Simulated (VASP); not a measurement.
# Ga (P2_1/m) in VASP: a series of runs

Runs on Ga. Level: r2SCAN. Tasks: single point.

All numbers are computed with VASP 6.6.1; they aren't measurements. Logs are shortened: lines on timing, memory, paths and dates and some standing lists are left out, and cuts for length are marked.

## (1) The structure

Symmetry: P2_1/m, No. 11, monoclinic system. The conventional cell has a = 2.778 Å, b = 3.282 Å, c = 4.210 Å, α = 90.00°, β = 108.61°, γ = 90.00°. Around Ga (site symmetry m) lie 8 Ga at 2.71 to 2.84 Å.

This isn't the form of Ga at room conditions, which is orthorhombic.

## (2) Single point, r2SCAN

Contents of INCAR:

```
SYSTEM = Ga
PREC = Accurate ; ENCUT = 400
EDIFF = 1E-6 ; ISMEAR = -1
SIGMA = 0.4 ; LREAL = .FALSE.
LASPH = .TRUE. ; NELM = 100
ALGO = Normal ; ISIF = 2
LWAVE = .FALSE. ; LCHARG = .FALSE.
METAGGA = R2SCAN ; LMIXTAU = .TRUE.
ADDGRID = .FALSE.
```

Contents of KPOINTS:

```
Automatic mesh
0
G
  7 6 5
  0 0 0
```

Contents of POSCAR:

```
Ga
1.0
    2.7784220849      0.0000000000      0.0000000000
    0.0000000000      3.2816087900      0.0000000000
   -1.3434310986      0.0000000000      3.9902731763
Ga
2
Direct
    0.1345962700      0.7500000000      0.7701668300
    0.8654037300      0.2500000000      0.2298331700
```

Potentials or basis: VASP PAW PBE potentials, release 64 (Ga_d).

On the command line:

```
$ cat potpaw_PBE.64/Ga_d/POTCAR > POTCAR
$ mpirun -np 1 vasp_std > vasp.out
```

OUTCAR:

```text
SYSTEM = Ga
   PREC = Accurate
   ENCUT = 400
   EDIFF = 1E-6
   ISMEAR = -1
   LREAL = .FALSE.
   LASPH = .TRUE.
   NELM = 100
   ISIF = 2
   METAGGA = R2SCAN

 Found     72 irreducible k-points:

 Following reciprocal coordinates:
            Coordinates               Weight
  0.000000  0.000000  0.000000      1.000000
  0.142857  0.000000 -0.000000      2.000000
  0.285714  0.000000 -0.000000      2.000000
  0.428571  0.000000 -0.000000      2.000000
  0.000000  0.166667  0.000000      2.000000
  0.142857  0.166667 -0.000000      4.000000
   k-points           NKPTS =     72   k-points in BZ     NKDIM =     72   number of bands    NBANDS=     17
   number of dos      NEDOS =    301   number of ions     NIONS =      2
   total plane-waves  NPLWV =  12096
   dimension x,y,z NGX =    18 NGY =   24 NGZ =   28
   dimension x,y,z NGXF=    36 NGYF=   48 NGZF=   56
   ions per type =               2
   NGX,Y,Z   is equivalent  to a cutoff of  10.77, 12.16, 11.06 a.u.
   NGXF,Y,Z  is equivalent  to a cutoff of  21.54, 24.32, 22.11 a.u.
 SYSTEM =  Ga
   PREC   = accura    normal or accurate (medium, high low for compatibility)
   ISTART =      0    job   : 0-new  1-cont  2-samecut
   ICHARG =      2    charge: 1-file 2-atom 10-const
   ISPIN  =      1    spin polarized calculation?
   LNONCOLLINEAR =      F non collinear calculations
   LSORBIT =      F    spin-orbit coupling
   LASPH  =      T    aspherical Exc in radial PAW
   ENCUT  =  400.0 eV  29.40 Ry    5.42 a.u.   4.53  5.35  6.87*2*pi/ulx,y,z
   NELM   =    100;   NELMIN=  2; NELMDL= -5     # of ELM steps
   EDIFF  = 0.1E-05   stopping-criterion for ELM
   LREAL  =      F    real-space projection
   EDIFFG = 0.1E-04   stopping-criterion for IOM
   NSW    =      0    number of steps for IOM
   IBRION =     -1    ionic relax: 0-MD 1-quasi-New 2-CG
   NFREE  =      0    steps in history (QN), initial steepest desc. (CG)
   ISIF   =      2    stress and relaxation
   ISYM   =      2    0-nonsym 1-usesym 2-fastsym
   POTIM  = 0.5000    time-step for ionic-motion
   TEBEG  =    0.0;   TEEND  =   0.0 temperature during run
   PSTRESS=    0.0 pullay stress
   NELECT =      26.0000    total number of electrons
   NUPDOWN=      -1.0000    fix difference up-down
   EMIN   =  10.00;   EMAX   =-10.00  energy-range for DOS
   EFERMI =   0.00;   METHOD = LEGACY
   ISMEAR =    -1;   SIGMA  =   0.40  broadening in eV -4-tet -1-fermi 0-gaus
   EFERMI_NEDOS =   21; number of points for ismear=-14 and -15
   IALGO  =     38    algorithm
   IMIX   =      4    mixing-type and parameters
     AMIX     =   0.40;   BMIX     =  1.00
     AMIX_MAG =   1.60;   BMIX_MAG =  1.00
  volume/ion in A,a.u.               =      18.19       122.76
  Fermi-wavevector in a.u.,A,eV,Ry     =   1.463648  2.765894 29.147302  2.142266
  Thomas-Fermi vector in A             =   2.579718
   LORBIT       =      0    0 simple, 1 ext, 2 COOP (PROOUT), +10 PAW based schemes
   METAGGA = R2SCAN    functional components
   LHFCALC =     F    Hartree Fock is set to
   AEXX    =    0.0000 exact exchange contribution
   IVDW    =     0    specifies the selected vdW correction
   LEPSILON=     F    determine dielectric tensor
   LRPA    =     F    only Hartree local field effects (RPA)
 non-spin polarized calculation
  energy-cutoff  :      400.00
  volume of cell :       36.38
 maximum number of plane-waves:       672
 NGX is ok and might be reduce to    18
   NGX =  9   NGY = 11   NGZ = 13

 number of electron      26.0000017 magnetization

 Free energy of the ion-electron system (eV)
  ---------------------------------------------------
  ext. energy  EPLUGINS =         0.00000000
  ---------------------------------------------------
  free energy    TOTEN  =       -22.87368457 eV

  energy without entropy =      -22.48548734  energy(sigma->0) =      -22.67958595

 E-fermi :   5.7609     XC(G=0): -12.2569

 val. band max:        5.7193844212   @ k =   0.1429   0.0000  -0.0000
 cond. band min:       5.7776731618   @ k =  -0.2857   0.1667   0.4000
 fundamental gap:      0.0582887406
 Fermi energy:         5.7609439712

 k-point     1 :       0.0000    0.0000    0.0000
  band No.  band energies     occupation
      1      -9.9864      2.00000
      2      -9.9745      2.00000
      3      -9.9144      2.00000
      4      -9.9064      2.00000
      5      -9.6338      2.00000
      6      -9.6336      2.00000
[... 9 lines left out ...]
     16      15.4430      0.00000
     17      16.6319      0.00000

 k-point     2 :       0.1429    0.0000   -0.0000
  band No.  band energies     occupation
      1      -9.9595      2.00000
      2      -9.9535      2.00000
      3      -9.8803      2.00000
      4      -9.8250      2.00000
      5      -9.6697      2.00000
      6      -9.6626      2.00000
[... 9 lines left out ...]
     16      12.2113      0.00000
     17      13.1977      0.00000

 k-point     3 :       0.2857    0.0000   -0.0000
  band No.  band energies     occupation
      1      -9.9298      2.00000
      2      -9.9006      2.00000
      3      -9.8061      2.00000
      4      -9.7709      2.00000
      5      -9.7533      2.00000
      6      -9.6387      2.00000
[... 9 lines left out ...]
     16       9.8403      0.00007
     17      13.5455      0.00000

 k-point     4 :       0.4286    0.0000   -0.0000
  band No.  band energies     occupation
      1      -9.9115      2.00000
      2      -9.9005      2.00000
      3      -9.8257      2.00000
      4      -9.8061      2.00000
      5      -9.7821      2.00000
      6      -9.6497      2.00000
[... 9 lines left out ...]
     16      11.7207      0.00000
     17      15.4762      0.00000

 k-point     5 :       0.0000    0.1667    0.0000
  band No.  band energies     occupation
      1     -10.0015      2.00000
      2      -9.9340      2.00000
      3      -9.9091      2.00000
      4      -9.8650      2.00000
      5      -9.6759      2.00000
      6      -9.6720      2.00000
[... 9 lines left out ...]
     16      14.4810      0.00000
     17      15.2985      0.00000

 k-point     6 :       0.1429    0.1667   -0.0000
  band No.  band energies     occupation
      1      -9.9714      2.00000
      2      -9.9065      2.00000
      3      -9.8655      2.00000
      4      -9.8088      2.00000
      5      -9.7270      2.00000
      6      -9.6838      2.00000
[... 9 lines left out ...]
     16      13.0795      0.00000
     17      14.0915      0.00000

 [... further k-points ...]

------------------------ aborting loop because EDIFF is reached ----------------------------------------

  FORCE on cell =-STRESS in cart. coord.  units (eV):
  Direction    XX          YY          ZZ          XY          YZ          ZX
  --------------------------------------------------------------------------------------
  -------------------------------------------------------------------------------------
  Total        0.0329566      0.3018501     -0.1586147      0.0000000      0.0000000      0.0038988
  in kB        1.4513275     13.2927308     -6.9849976      0.0000000      0.0000000      0.1716918
  external PRESSURE =       2.5863536 kB  Pullay stress =       0.0000000 kB

 VOLUME and BASIS-vectors are now :
 -----------------------------------------------------------------------------
  energy-cutoff  :      400.00
  volume of cell :       36.38
      direct lattice vectors                 reciprocal lattice vectors
     2.778422085  0.000000000  0.000000000     0.359916517  0.000000000  0.121175424
     0.000000000  3.281608790  0.000000000     0.000000000  0.304728584  0.000000000
    -1.343431099  0.000000000  3.990273176     0.000000000  0.000000000  0.250609408

 POSITION                                       TOTAL-FORCE (eV/Angst)
 -----------------------------------------------------------------------------------
     -0.66070      2.46121      3.07318        -0.012970     -0.000000     -0.100239
      2.09569      0.82040      0.91710         0.012970      0.000000      0.100239
 -----------------------------------------------------------------------------------
    total drift:                               -0.000000     -0.000000      0.000000

  FREE ENERGIE OF THE ION-ELECTRON SYSTEM (eV)
  ---------------------------------------------------
  free  energy   TOTEN  =       -22.8736845657 eV

  energy  without entropy=      -22.4854873401  energy(sigma->0) =      -22.67958595
```

stdout:

```text
POSCAR found type information on POSCAR Ga
 POSCAR found :  1 types and       2 ions
 scaLAPACK will be used
 -----------------------------------------------------------------------------
|                                                                             |
|                                                                             |
|     You enforced a specific xc type in the INCAR file but a different       |
|     I HOPE YOU KNOW WHAT YOU ARE DOING!                                     |
|                                                                             |
 -----------------------------------------------------------------------------

 LDA part: xc-table for (None), standard interpolation
 POSCAR, INCAR and KPOINTS ok, starting setup
 FFT: planning ... GRIDC
 FFT: planning ... GRID_SOFT
 FFT: planning ... GRID
 WAVECAR not read
 entering main loop
```

It took 56 s on 1 thread of Intel Xeon 6975P-C (Granite Rapids), shared host; peak memory 0.15 GiB.

The run converged, but some of its settings lie outside the range that counts as converged, so its numbers aren't taken as properties of the crystal.

What came out:

```yaml
Free_energy: -22.8737 eV
Pressure: 0.3 GPa
Largest_force: 0.101 eV/Å
Band_gap_on_the_k_mesh: none (metal or under the smearing width)
```

Caveat: the PAW data sets were made with another functional, which shifts forces and pressure a little.

## (3) Single point, r2SCAN

INCAR, as its differences from that of step 2:

```diff
@@ -3,3 +3,3 @@
 EDIFF = 1E-6 ; ISMEAR = -1
-SIGMA = 0.4 ; LREAL = .FALSE.
+SIGMA = 0.1 ; LREAL = .FALSE.
 LASPH = .TRUE. ; NELM = 100
```

KPOINTS is that of step 2.

POSCAR is that of step 2.

Potentials or basis: VASP PAW PBE potentials, release 64 (Ga_d).

On the command line:

```
$ cat potpaw_PBE.64/Ga_d/POTCAR > POTCAR
$ mpirun -np 1 vasp_std > vasp.out
```

Wall time 55 s (1 thread of Intel Xeon 6975P-C (Granite Rapids), shared host); peak memory 0.15 GiB.

The run converged, but some of its settings lie outside the range that counts as converged, so its numbers aren't taken as properties of the crystal.

Results:

```
Free energy            : -22.6861 eV
Pressure               : -0.5 GPa
Largest force          : 0.121 eV/Å
Band gap on the k mesh : none (metal or under the smearing width)
```

Caveat: the PAW data sets were made with another functional, which shifts forces and pressure a little.

## (4) Single point, r2SCAN

INCAR, as its differences from that of step 3:

```diff
@@ -3,3 +3,3 @@
 EDIFF = 1E-6 ; ISMEAR = -1
-SIGMA = 0.1 ; LREAL = .FALSE.
+SIGMA = 0.05 ; LREAL = .FALSE.
 LASPH = .TRUE. ; NELM = 100
```

KPOINTS is that of step 3.

POSCAR is that of step 3.

On the command line:

```
$ cat potpaw_PBE.64/Ga_d/POTCAR > POTCAR
$ mpirun -np 1 vasp_std > vasp.out
```

Wall time 56 s (1 thread of Intel Xeon 6975P-C (Granite Rapids), shared host); peak memory 0.14 GiB.

The run converged, but some of its settings lie outside the range that counts as converged, so its numbers aren't taken as properties of the crystal.

Results:

| Quantity | Value |
| --- | --- |
| Free energy | -22.6754 eV |
| Pressure | -0.5 GPa |
| Largest force | 0.127 eV/Å |
| Band gap on the k mesh | none (metal or under the smearing width) |

Caveat: the PAW data sets were made with another functional, which shifts forces and pressure a little.

## (5) Single point, r2SCAN

INCAR, as its differences from that of step 4:

```diff
@@ -3,3 +3,3 @@
 EDIFF = 1E-6 ; ISMEAR = -1
-SIGMA = 0.05 ; LREAL = .FALSE.
+SIGMA = 0.02 ; LREAL = .FALSE.
 LASPH = .TRUE. ; NELM = 100
```

KPOINTS is that of step 4.

POSCAR is that of step 4.

On the command line:

```
$ cat potpaw_PBE.64/Ga_d/POTCAR > POTCAR
$ mpirun -np 1 vasp_std > vasp.out
```

Wall time 57 s (1 thread of Intel Xeon 6975P-C (Granite Rapids), shared host); peak memory 0.15 GiB.

The run converged, but some of its settings lie outside the range that counts as converged, so its numbers aren't taken as properties of the crystal.

What came out:

| Quantity | Value |
| --- | --- |
| Free energy | -22.6721 eV |
| Pressure | -0.6 GPa |
| Largest force | 0.133 eV/Å |
| Band gap on the k mesh | none (metal or under the smearing width) |

Caveat: the PAW data sets were made with another functional, which shifts forces and pressure a little.

## (6) Single point, r2SCAN

Contents of INCAR:

```
SYSTEM = Ga
PREC = Low ; ENCUT = 400
EDIFF = 1E-6 ; ISMEAR = -1
SIGMA = 0.2 ; LREAL = .FALSE.
LASPH = .TRUE. ; NELM = 100
ALGO = Normal ; ISIF = 2
LWAVE = .FALSE. ; LCHARG = .FALSE.
METAGGA = R2SCAN ; LMIXTAU = .TRUE.
ADDGRID = .FALSE.
```

KPOINTS is that of step 5.

POSCAR is that of step 5.

Potentials or basis: VASP PAW PBE potentials, release 64 (Ga_d).

On the command line:

```
$ cat potpaw_PBE.64/Ga_d/POTCAR > POTCAR
$ mpirun -np 1 vasp_std > vasp.out
```

It took 27 s on 1 thread of Intel Xeon 6975P-C (Granite Rapids), shared host; peak memory 0.12 GiB.

These settings aren't checked as converged: the numbers below hold their error.

Results:

* Free energy: -22.7722 eV
* Pressure: 0.7 GPa
* Largest force: 0.157 eV/Å
* Band gap on the k mesh: none (metal or under the smearing width)

Caveat: the PAW data sets were made with another functional, which shifts forces and pressure a little.
